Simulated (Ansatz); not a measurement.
# Pressure against volume: Br

```cif
data_structure
_symmetry_space_group_name_H-M 'Fd-3m:1'
_symmetry_Int_Tables_number 227
_cell_length_a 7.0031
_cell_length_b 7.0031
_cell_length_c 7.0031
_cell_angle_alpha 90.000
_cell_angle_beta 90.000
_cell_angle_gamma 90.000
_cell_volume 343.46
loop_
_atom_site_label
_atom_site_type_symbol
_atom_site_symmetry_multiplicity
_atom_site_Wyckoff_symbol
_atom_site_fract_x
_atom_site_fract_y
_atom_site_fract_z
_atom_site_occupancy
Br1 Br 8 b 0.00000 0.00000 0.50000 1
```

The runs use the primitive cell with vectors (0.000, 3.502, 3.502), (3.502, 0.000, 3.502), (3.502, 3.502, 0.000) Å, to which the k mesh refers.

The structure comes from a relaxation in the same program, started in the diamond type, and has space group Fd-3m. Whether it is a known phase or the ground state wasn't checked.

Levels of theory: DFT, PBE, all-electron LAPW, scalar-relativistic (Ansatz 0.2.0); DFT, PBE, PAW with Ansatz's default frozen-core files, scalar-relativistic (Ansatz 0.2.0).

For LAPW: a Γ-centred 14×14×14 k mesh, Fermi–Dirac smearing of 0.05 eV, basis error target 0.25 meV/atom, no spin polarisation. PAW takes a cutoff of 420 eV at this cell. The Ansatz runs share mesh, smearing and spin set-up. Plane-wave (PAW) pressures include the program's estimate of the Pulay term.

The cell above is scaled evenly, with fractional coordinates and shape held.

| V/V(cell) | V (Å³/atom) | P, LAPW (GPa) | P, PAW (GPa) |
| --- | --- | --- | --- |
| 0.9500 | 40.785 | 0.91 | 0.91 |
| 0.9750 | 41.859 | 0.43 | 0.43 |
| 1.0000 | 42.932 | 0.02 | 0.01 |
| 1.0250 | 44.005 | -0.34 | -0.34 |
| 1.0500 | 45.079 | ? | ? |

(1) Fill in the row V/V(cell) = 1.0500.

(2) What do Birch–Murnaghan fits to the pressures give?

## Answers

(1) P, LAPW (GPa) = -0.64, P, PAW (GPa) = -0.64.

(2) LAPW: V0 = 42.98 Å³/atom, B0 = 15 GPa, B0′ = 5.2; PAW: V0 = 42.97 Å³/atom, B0 = 15 GPa, B0′ = 5.2.
